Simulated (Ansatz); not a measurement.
# Ag (Fm-3m) in Ansatz: further runs, part 2 of 2

Ansatz 0.2.0. Earlier steps stand in the parts before.

### Step 4. Relaxation of cell and atoms, RPBE+D4

input.yaml reads:

```yaml
crystal:
  lattice:
    - [0.0, 2.04275, 2.04275]
    - [2.04275, 0.0, 2.04275]
    - [2.04275, 2.04275, 0.0]
  atoms:
    - { symbol: Ag, position: [0.0, 0.0, 0.0] }
hamiltonian:
  xc: rpbe
  pseudopotentials: { kind: paw }
  dispersion: d4
kpoints:
  mp_grid: { grid: [11, 11, 11] }
scf:
  occupations: { method: fermi_dirac, width: 0.05 }
output:
  forces: true
  stress: true
relax:
  f_tol: 0.01
  max_steps: 40
  cell: { stress_tol: 0.05 }
```

Potentials or basis: Ansatz PAW.

Started as:

```
$ ansatz run input.yaml --threads 2 --pin off --max-ram 5632MiB --backend cpu --events-out ev --progress --plain --runs-dir out
```

Log:

```text
Warning: RAYON_NUM_THREADS=2 ignored (pool sized by the plan → 2); use --threads N
Engine: ansatz 0.2.0, aarch64-unknown-linux-gnu
Pseudopotentials: kind: paw
Pseudopotential: Ag, paw, valence charge 19, recommended cutoff 420 eV (normal), Ag.paw.azcp
Functional definition: RPBE
  parameter kappa = 0.804
  parameter beta = 0.06672455060314922
  exchange = rpbe_x(kappa = kappa, mu = beta*pi^2/3)
  correlation = pbe_c(beta = beta)
Crystal: 1 atoms, lattice volume = 17.048 Å³
Basis set: ecut = 420 eV, 331 PW (Γ), exchange–correlation on 40×40×40 points (8 copies of the dense FFT grid, shifted against one another)
Bands: 14, of which v1, the nominal top of the filled ones, is band 10 counted from 1 (9 counted from 0)
Symmetry: 48 space group operations
Space group: Fm-3m (ITA 225), of the structure as read, at distance tolerance 2.6e-5 Å
k-points: 56 of 1331
Non-local potential: Ag, projectors of the file, l = 0: 3, l = 1: 2, l = 2: 2, l = 3: 1
PAW form: soft (Blöchl's): semilocal exchange-correlation on the pseudo side does not see the compensation charge
PAW frozen core: Ag, regenerated for the run's functional, and the local potential with it (the file was generated under x = pbe(κ = 0.804, μ = 0.2195149727645171), c = pbe(β = 0.06672455060314922))
PAW one-centre angular grid: Ag, 590 points (default); XC on 64 Gauss nodes
Initial density: superposition of atomic densities (neutral atoms: chi_scale 0, normalization atom), corrected by the library's trained network
Initial wavefunctions: pseudopotential atomic-orbital guess
Functional: x = rpbe, c = pbe(β = 0.06672455060314922)
SCF iter   1: F=—  HF=-7599.624676 eV  |F-HF|=—  |Δ(HF+E_count)|=         —  Δρ=4.83e-3  dr2=3.41e-3  ethr=1.77e-3  ⟨swp⟩=4.6  Hψ=3976  notcnv=0
[... 40 lines left out ...]
basis re-selected at this cell: Δ(F+E_penalty+E_count) = +8.769e-5 eV, ΔP = +0.004 GPa vs the last step (what re-selecting the basis moved, of the pressure what is left beyond the Pulay correction that the steps carried, after the strain that the cell walked since its last selection, with what the two solves' SCF thresholds leave and, on support functions, any second-order correction that the steps lacked; it is no measure of the basis error at this ecutwfc). This SCF's stress stands 1.68e-2 GPa from its target on what of the cell is left free (relax.cell.stress_tol is 5.00e-2 GPa) and its largest allowed force component is 0.00e0 eV/Å (relax.f_tol is 1.00e-2 eV/Å): within both
SCF converged after 5 iterations
Free energy (F): -7599.624620 eV
Harris-Foulkes:  -7599.624620 eV  (|F-HF|=0.00e0)
Internal energy: -7599.622086 eV  (E = F + TS)
E sigma→0 (E₀):  -7599.623353 eV
Entropy (-TS):   -0.002534 eV (-2.534 meV/atom)
Fermi energy:    17.988040 eV
--- Per-component energies (eV) ---
  E_band       = -228.173891
  E_kinetic    = 527.744949
  E_local      = -2178.038982  (includes V_loc(G=0)·N_el)
  E_nonlocal   = 78.862947
  E_hartree    = 994.689633
  E_xc         = -185.421935
  E_vxc        = -235.258729  (∫ρ·V_xc dr)
  E_paw        = -3909.787599  (= ΣΔE_a)
  E_vpaw       = -410.863674  (= ΣTr[D̂ρ^β])
  E_aug_tail   = 0.000339  (compensation charges beyond the density's cutoff)
  E_ewald      = -2926.432475
  E_disp       = -1.128329  (pairwise vdW)
  E_core_change = -0.110634  (= ΣΔE_core)
  E_smearing   = -0.002534  (= −TS)
  E_closure    = 0.000000  (closes the sum)
  Σ components = -7599.624620   (vs F -7599.624620, Δ=0.00e0)
--- Forces (eV/Å), atoms counted from 1 ---
  atom   1  Ag    -0.00000000     0.00000000    -0.00000000
  max |Σ_I F_I| component: 1.54e-32 eV/Å
--- Stress (GPa, compression-positive) ---
       -0.016762      -0.000000       0.000000
        0.000000      -0.016762      -0.000000
        0.000000       0.000000      -0.016762
  P = ⅓ Tr σ = -0.0168 GPa (-0.168 kbar)
--- Relaxed structure (3 steps of the walk, 3 accepted, 1 SCFs on fresh bases) ---
  F+E_penalty+E_count = -7599.62462017 eV   max|allowed force component| = 0.000e0 eV/Å   (the final SCF, on the basis selected at the relaxed cell)
  cell:  # Å, volume = 16.8807 Å³
    - [1.0349974441819168e-34, 2.036042214222301, 2.036042214222301]
    - [2.036042214222301, -6.209984665091499e-35, 2.036042214222301]
    - [2.036042214222301, 2.036042214222301, -1.9107645123358462e-34]
  atoms:
    - { symbol: Ag, position: [0.0, 0.0, 0.0] }
```

It took 1.6 s on 2 threads of Arm Neoverse V2, shared host; peak memory 0.27 GiB.

What came out:

* Free energy: -7599.6246 eV
* Relaxed volume: 16.88 Å³/atom
* Relaxed cell: a = 2.879 Å, b = 2.879 Å, c = 2.879 Å, α = 60.00°, β = 60.00°, γ = 60.00°
* Space group after relaxing (to 0.05 Å): Fm-3m (No. 225)
* Energy gained by relaxing: 0.6 meV/atom
* Ionic steps: 4
* Pressure after relaxing: 0.0 GPa

The path:
| step | energy change (eV) | largest force (eV/Å) | volume (Å³) |
| --- | --- | --- | --- |
| 1 | 0.0000 | 0.0000 | 17.05 |
| 2 | -0.0004 | 0.0000 | 16.75 |
| 3 | -0.0006 | 0.0000 | 16.88 |
| 4 | -0.0006 | 0.0000 | 16.88 |

Final structure:
```yaml
crystal:
  lattice:
    - [0.00000, 2.03604, 2.03604]
    - [2.03604, 0.00000, 2.03604]
    - [2.03604, 2.03604, 0.00000]
  atoms:
    - { symbol: Ag, position: [0.00000, 0.00000, 0.00000] }
```

Caveat: the plane-wave basis is chosen anew once the cell has moved, so the energies of steps on either side of that aren't comparable; the PAW data sets come from PBE, with cores solved anew for the run's functional, which leaves a small shift of forces and pressure.

### Step 5. Relaxation of cell and atoms, revPBE+D3(BJ)

input.yaml, as its differences from that of step 4:

```diff
@@ -8,5 +8,5 @@
 hamiltonian:
-  xc: rpbe
+  xc: revpbe
   pseudopotentials: { kind: paw }
-  dispersion: d4
+  dispersion: d3bj
 kpoints:
```

Potentials or basis: Ansatz PAW.

Started as:

```
$ ansatz run input.yaml --threads 2 --pin off --max-ram 5632MiB --backend cpu --events-out ev --progress --plain --runs-dir out
```

Log:

```text
Warning: RAYON_NUM_THREADS=2 ignored (pool sized by the plan → 2); use --threads N
[... 3 set-up lines as earlier in the session ...]
Functional definition: revPBE
  parameter kappa = 1.245
[... 1 set-up line as earlier in the session ...]
  exchange = pbe_x(kappa = kappa, mu = beta*pi^2/3)
[... 1 set-up line as earlier in the session ...]
Crystal: 1 atoms, lattice volume = 17.048 Å³
Basis set: ecut = 420 eV, 331 PW (Γ), exchange–correlation on 40×40×40 points (8 copies of the dense FFT grid, shifted against one another)
Bands: 14, of which v1, the nominal top of the filled ones, is band 10 counted from 1 (9 counted from 0)
[... 2 set-up lines as earlier in the session ...]
k-points: 56 of 1331
[... 6 set-up lines as earlier in the session ...]
Functional: x = revpbe(κ = 1.245, μ = 0.2195149727645171), c = pbe(β = 0.06672455060314922)
SCF iter   1: F=—  HF=-7597.338606 eV  |F-HF|=—  |Δ(HF+E_count)|=         —  Δρ=3.43e-3  dr2=1.66e-3  ethr=1.77e-3  ⟨swp⟩=4.6  Hψ=3979  notcnv=0
preconditioner: auto → none  [metal: Δε(μ)=0.096 eV  Ē_g=16.314 eV  σ=0.050 eV  W_gap=0.44  n_scr=8 (ndim 8)  ℏωp=29.8 eV  f_vac=0.000  D(μ)=0.36/eV (n_scr^D=0)  sad-step TF]
SCF iter   2: F=—  HF=-7597.338421 eV  |F-HF|=—  |Δ(HF+E_count)|=   1.86e-4  Δρ=1.14e-3  dr2=1.22e-4  ethr=8.73e-6  ⟨swp⟩=2.1  Hψ=1517  notcnv=0
SCF iter   3: F=—  HF=-7597.338449 eV  |F-HF|=—  |Δ(HF+E_count)|=   2.83e-5  Δρ=3.76e-4  dr2=5.47e-6  ethr=6.44e-7  ⟨swp⟩=2.4  Hψ=1053  notcnv=0
SCF iter   4: F=—  HF=-7597.338451 eV  |F-HF|=—  |Δ(HF+E_count)|=   1.60e-6  Δρ=4.16e-5  dr2=1.55e-7  ethr=2.88e-8  ⟨swp⟩=2.0  Hψ=1225  notcnv=0
iter 5 did not close the SCF: its close was put off for the readings that it lacked (scf_convergence_deferred on its scf_iter line)
SCF iter   5: F=-7597.338451 eV  HF=-7597.338451 eV  |F-HF|=7.16e-9  |Δ(HF+E_count)|=   1.51e-7  Δρ=7.98e-6  dr2=8.84e-9  ethr=8.15e-10  ⟨swp⟩=2.3  Hψ=1169  notcnv=0
SCF iter   6: F=-7597.338451 eV  HF=-7597.338451 eV  |F-HF|=8.91e-11  |Δ(HF+E_count)|=   2.31e-9  Δρ=9.14e-7  dr2=1.17e-10  ethr=4.65e-11  ⟨swp⟩=1.9  Hψ=2339  notcnv=0
SCF 1 converged in 6 iterations: F = -7597.338451 eV  dr2 = 1.17e-10
relax step   1: F+E_penalty+E_count = -7597.33845088 eV  Δ(F+E_penalty+E_count) = +0.000e0 eV  max|allowed force component| = 0.000e0 eV/Å  Δτ_max = 0.0000 Å  P = -3.579 GPa  Ω = 17.048 Å³  (6 SCF iters, dr2 threshold 1.00e-7 eV, accepted)
Crystal: 1 atoms, lattice volume = 16.059 Å³
[... 2 set-up lines as earlier in the session ...]
iter 1 solved again at ethr=2.87e-5 eV; its pass at ethr=3.10e-3 eV (dr2=5.45e-3 eV) is discarded
SCF iter   1: F=—  HF=-7597.342664 eV  |F-HF|=—  |Δ(HF+E_count)|=         —  Δρ=5.60e-3  dr2=5.49e-3  ethr=2.87e-5  ⟨swp⟩=1.0  Hψ=5350  notcnv=0
[... 11 lines left out ...]
SCF iter   2: F=—  HF=-7597.345270 eV  |F-HF|=—  |Δ(HF+E_count)|=   2.91e-4  Δρ=1.51e-3  dr2=1.92e-4  ethr=6.04e-6  ⟨swp⟩=2.2  Hψ=1129  notcnv=0
SCF iter   3: F=—  HF=-7597.345203 eV  |F-HF|=—  |Δ(HF+E_count)|=   6.76e-5  Δρ=4.39e-4  dr2=1.65e-5  ethr=1.01e-6  ⟨swp⟩=2.6  Hψ=1248  notcnv=0
SCF iter   4: F=—  HF=-7597.345205 eV  |F-HF|=—  |Δ(HF+E_count)|=   2.42e-6  Δρ=4.35e-5  dr2=1.06e-7  ethr=8.71e-8  ⟨swp⟩=2.0  Hψ=1282  notcnv=0
SCF iter   5: F=-7597.345205 eV  HF=-7597.345205 eV  |F-HF|=3.96e-10  |Δ(HF+E_count)|=   7.20e-8  Δρ=2.45e-6  dr2=3.02e-10  ethr=5.26e-10  ⟨swp⟩=3.6  Hψ=2172  notcnv=0
SCF 3 converged in 5 iterations: F = -7597.345205 eV  dr2 = 3.02e-10
relax step   3: F+E_penalty+E_count = -7597.34520514 eV  Δ(F+E_penalty+E_count) = -4.084e-3 eV  max|allowed force component| = 0.000e0 eV/Å  Δτ_max = 0.0000 Å  P = -0.264 GPa  Ω = 16.523 Å³  energy of the carried Pulay correction = +2.491e-4 eV  (5 SCF iters, dr2 threshold 1.00e-7 eV, accepted)
Crystal: 1 atoms, lattice volume = 16.487 Å³
iter 1 solved again at ethr=3.39e-8 eV; its pass at ethr=3.10e-3 eV (dr2=6.44e-6 eV) is discarded
SCF iter   1: F=—  HF=-7597.345254 eV  |F-HF|=—  |Δ(HF+E_count)|=         —  Δρ=2.06e-4  dr2=7.76e-6  ethr=3.39e-8  ⟨swp⟩=2.1  Hψ=5003  notcnv=0
preconditioner: auto → none  [insulator: Δε(μ)=0.136 eV  Ē_g=16.627 eV  σ=0.050 eV  W_gap=0.59  n_scr=8 (ndim 8)  ℏωp=30.3 eV  f_vac=0.000  D(μ)=0.26/eV (n_scr^D=0)  ε∞_Penn≈4.3]
SCF iter   2: F=—  HF=-7597.345254 eV  |F-HF|=—  |Δ(HF+E_count)|=   7.95e-7  Δρ=1.17e-4  dr2=1.15e-6  ethr=3.39e-8  ⟨swp⟩=2.1  Hψ=1128  notcnv=0
SCF iter   3: F=-7597.345253 eV  HF=-7597.345253 eV  |F-HF|=2.15e-8  |Δ(HF+E_count)|=   3.70e-7  Δρ=3.33e-5  dr2=9.48e-8  ethr=5.26e-10  ⟨swp⟩=2.5  Hψ=2918  notcnv=0
SCF 4 converged in 3 iterations: F = -7597.345253 eV  dr2 = 9.48e-8
relax step   4: F+E_penalty+E_count = -7597.34525321 eV  Δ(F+E_penalty+E_count) = -4.808e-5 eV  max|allowed force component| = 0.000e0 eV/Å  Δτ_max = 0.0000 Å  P = -0.005 GPa  Ω = 16.487 Å³  energy of the carried Pulay correction = +2.666e-4 eV  (3 SCF iters, dr2 threshold 1.00e-7 eV, accepted)
[... 1 set-up line as earlier in the session ...]
iter 1 solved again at ethr=5.00e-9 eV; its pass at ethr=3.10e-3 eV (dr2=9.49e-7 eV) is discarded
SCF iter   1: F=—  HF=-7597.344970 eV  |F-HF|=—  |Δ(HF+E_count)|=         —  Δρ=1.20e-4  dr2=5.26e-7  ethr=5.00e-9  ⟨swp⟩=3.0  Hψ=6204  notcnv=0
preconditioner: auto → none  [insulator: Δε(μ)=0.136 eV  Ē_g=16.629 eV  σ=0.050 eV  W_gap=0.59  n_scr=8 (ndim 8)  ℏωp=30.3 eV  f_vac=0.000  D(μ)=0.26/eV (n_scr^D=0)  ε∞_Penn≈4.3]
SCF iter   2: F=—  HF=-7597.344971 eV  |F-HF|=—  |Δ(HF+E_count)|=   9.15e-7  Δρ=5.10e-5  dr2=1.31e-7  ethr=2.77e-9  ⟨swp⟩=3.0  Hψ=1360  notcnv=0
SCF iter   3: F=—  HF=-7597.344971 eV  |F-HF|=—  |Δ(HF+E_count)|=   2.51e-8  Δρ=2.28e-5  dr2=5.33e-8  ethr=6.89e-10  ⟨swp⟩=2.0  Hψ=1068  notcnv=0
SCF iter   4: F=—  HF=-7597.344971 eV  |F-HF|=—  |Δ(HF+E_count)|=   1.42e-8  Δρ=2.72e-6  dr2=1.91e-10  ethr=2.80e-10  ⟨swp⟩=2.5  Hψ=1242  notcnv=0
SCF iter   5: F=-7597.344971 eV  HF=-7597.344971 eV  |F-HF|=0.00e0  |Δ(HF+E_count)|=  8.58e-10  Δρ=7.86e-8  dr2=5.16e-13  ethr=1.00e-12  ⟨swp⟩=3.4  Hψ=3171  notcnv=0
SCF 5 converged in 5 iterations: F = -7597.344971 eV  dr2 = 5.16e-13
relax step   5: F+E_penalty+E_count = -7597.34497121 eV  Δ(F+E_penalty+E_count) = +2.820e-4 eV  max|allowed force component| = 0.000e0 eV/Å  Δτ_max = 0.0000 Å  P = +0.007 GPa  Ω = 16.487 Å³  stress off target by 7.13e-3 GPa  SCF on the basis re-selected at this cell (its energy is not comparable with the rows above)  (5 SCF iters)
basis re-selected at this cell: Δ(F+E_penalty+E_count) = +2.820e-4 eV, ΔP = +0.012 GPa vs the last step (what re-selecting the basis moved, of the pressure what is left beyond the Pulay correction that the steps carried, after the strain that the cell walked since its last selection, with what the two solves' SCF thresholds leave and, on support functions, any second-order correction that the steps lacked; it is no measure of the basis error at this ecutwfc). This SCF's stress stands 7.13e-3 GPa from its target on what of the cell is left free (relax.cell.stress_tol is 5.00e-2 GPa) and its largest allowed force component is 0.00e0 eV/Å (relax.f_tol is 1.00e-2 eV/Å): within both
SCF converged after 5 iterations
Free energy (F): -7597.344971 eV
Harris-Foulkes:  -7597.344971 eV  (|F-HF|=0.00e0)
Internal energy: -7597.342835 eV  (E = F + TS)
E sigma→0 (E₀):  -7597.343903 eV
Entropy (-TS):   -0.002136 eV (-2.136 meV/atom)
Fermi energy:    18.479512 eV
--- Per-component energies (eV) ---
  E_band       = -219.702988
  E_kinetic    = 528.067278
  E_local      = -2140.916504  (includes V_loc(G=0)·N_el)
  E_nonlocal   = 79.047345
  E_hartree    = 980.244924
  E_xc         = -185.543439
  E_vxc        = -235.553641  (∫ρ·V_xc dr)
  E_paw        = -3907.430231  (= ΣΔE_a)
  E_vpaw       = -410.837600  (= ΣTr[D̂ρ^β])
  E_aug_tail   = 0.000325  (compensation charges beyond the density's cutoff)
  E_ewald      = -2949.566637
  E_disp       = -1.166437  (pairwise vdW)
  E_core_change = -0.079459  (= ΣΔE_core)
  E_smearing   = -0.002136  (= −TS)
  E_closure    = -0.000000  (closes the sum)
  Σ components = -7597.344971   (vs F -7597.344971, Δ=0.00e0)
--- Forces (eV/Å), atoms counted from 1 ---
  atom   1  Ag    -0.00000000     0.00000000     0.00000000
  max |Σ_I F_I| component: 2.88e-32 eV/Å
--- Stress (GPa, compression-positive) ---
        0.007129      -0.000000       0.000000
       -0.000000       0.007129      -0.000000
        0.000000       0.000000       0.007129
  P = ⅓ Tr σ = 0.0071 GPa (0.071 kbar)
--- Relaxed structure (4 steps of the walk, 4 accepted, 1 SCFs on fresh bases) ---
  F+E_penalty+E_count = -7597.34497121 eV   max|allowed force component| = 0.000e0 eV/Å   (the final SCF, on the basis selected at the relaxed cell)
  cell:  # Å, volume = 16.4866 Å³
    - [1.0349974511982866e-34, 2.0200730446997306, 2.0200730446997306]
    - [2.0200730446997306, -6.050754359227212e-35, 2.0200730446997306]
    - [2.0200730446997306, 2.0200730446997306, -8.20036436544134e-35]
  atoms:
    - { symbol: Ag, position: [0.0, 0.0, 0.0] }
```

Run time: 1.6 s. Hardware: 2 threads of Arm Neoverse V2, shared host; peak memory 0.27 GiB.

What came out:

```yaml
Free_energy: -7597.3450 eV
Relaxed_volume: 16.49 Å³/atom
Relaxed_cell: a = 2.857 Å, b = 2.857 Å, c = 2.857 Å, α = 60.00°, β = 60.00°, γ = 60.00°
Space_group_after_relaxing_to_0.05_Å: Fm-3m (No. 225)
Energy_gained_by_relaxing: 6.5 meV/atom
Ionic_steps: 5
Pressure_after_relaxing: 0.0 GPa
```

Step by step:
| step | energy change (eV) | largest force (eV/Å) | volume (Å³) |
| --- | --- | --- | --- |
| 1 | 0.0000 | 0.0000 | 17.05 |
| 2 | -0.0027 | 0.0000 | 16.06 |
| 3 | -0.0068 | 0.0000 | 16.52 |
| 4 | -0.0068 | 0.0000 | 16.49 |
| 5 | -0.0065 | 0.0000 | 16.49 |

Final structure:
```
Ag
1.0
     0.00000    2.02007    2.02007
     2.02007    0.00000    2.02007
     2.02007    2.02007    0.00000
Ag
1
Direct
  0.00000 0.00000 0.00000
```

Caveat: the plane-wave basis is chosen anew once the cell has moved, so the energies of steps on either side of that aren't comparable; the PAW data sets come from PBE, with cores solved anew for the run's functional, which leaves a small shift of forces and pressure.

### Step 6. Relaxation of cell and atoms, revPBE+D4

input.yaml, as its differences from that of step 5:

```diff
@@ -10,3 +10,3 @@
   pseudopotentials: { kind: paw }
-  dispersion: d3bj
+  dispersion: d4
 kpoints:
```

Potentials or basis: Ansatz PAW.

Started as:

```
$ ansatz run input.yaml --threads 2 --pin off --max-ram 5632MiB --backend cpu --events-out ev --progress --plain --runs-dir out
```

Run time: 1.7 s. Hardware: 2 threads of Arm Neoverse V2, shared host; peak memory 0.27 GiB.

The run converged. Its results:

| Item | Value |
| --- | --- |
| Free energy | -7597.1757 eV |
| Relaxed volume | 16.85 Å³/atom |
| Relaxed cell | a = 2.878 Å, b = 2.878 Å, c = 2.878 Å, α = 60.00°, β = 60.00°, γ = 60.00° |
| Space group after relaxing (to 0.05 Å) | Fm-3m (No. 225) |
| Energy gained by relaxing | 0.8 meV/atom |
| Ionic steps | 4 |
| Pressure after relaxing | 0.0 GPa |

Step by step:
```tsv
step	energy change (eV)	largest force (eV/Å)	volume (Å³)
1	0.0000	0.0000	17.05
2	-0.0005	0.0000	16.69
3	-0.0009	0.0000	16.85
4	-0.0008	0.0000	16.85
```

Final structure:
```
CELL_PARAMETERS angstrom
0.00000 2.03483 2.03483
2.03483 0.00000 2.03483
2.03483 2.03483 0.00000
ATOMIC_POSITIONS crystal
Ag 0.00000 0.00000 0.00000
```

Caveat: the plane-wave basis is chosen anew once the cell has moved, so the energies of steps on either side of that aren't comparable; the PAW data sets come from PBE, with cores solved anew for the run's functional, which leaves a small shift of forces and pressure.

### Step 7. Summary

```csv
level,pressure (GPa),relaxed volume (Å³/atom)
PBEsol+D4,0.0,16.21
RPBE+D3(BJ),0.0,14.20
RPBE+D4,0.0,16.88
revPBE+D3(BJ),0.0,16.49
revPBE+D4,0.0,16.85
```

Alike in all rows: task relaxation of cell and atoms; potentials or basis Ansatz PAW; no spin polarisation; cell relaxed; k mesh 11 × 11 × 11; cutoff (eV) 420; smearing fermi-dirac 0.05 eV.

Caveats: the plane-wave basis is chosen anew once the cell has moved, so the energies of steps on either side of that aren't comparable; the PAW data sets come from PBE, with cores solved anew for the run's functional, which leaves a small shift of forces and pressure; the volume moved by over 15 % at a fixed basis, so the end points are rough (some runs); the volume moved by -17 % from the deposited cell, more than functionals usually miss (some runs).

Absolute energies hang on the potentials; compare differences alone.
